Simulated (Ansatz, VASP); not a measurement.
# One calculation of Sr, two programs

```xyz
1
Lattice="0.0000 2.2907 2.2907 2.2907 0.0000 2.2907 2.2907 2.2907 0.0000" Properties=species:S:1:pos:R:3 pbc="T T T"
Sr    0.0000    0.0000    0.0000
```

Alike in both runs: functional LDA; k mesh 14 × 14 × 14; occupations fermi-dirac, width 0.05 eV; no spin polarisation.

Ansatz relaxed the structure, and its values are those at the end. VASP's run is a single point on that final structure, the one shown.

```csv
,VASP,Ansatz
version,VASP 6.6.1,Ansatz 0.2.0
potentials or method,"VASP PAW LDA potentials, release 64 (Sr_sv)","PAW with Ansatz's default frozen-core files, scalar-relativistic"
plane-wave cutoff (eV),520,420
valence electrons in the cell,10,10
```

|  | VASP | Ansatz | Ansatz less VASP |
| --- | --- | --- | --- |
| pressure (GPa) | 25.3 | 25.0 | -0.32 |

Caveats: so large a pressure means that the cell lies far from this level's equilibrium, or that cutoff or potentials fall short (VASP).
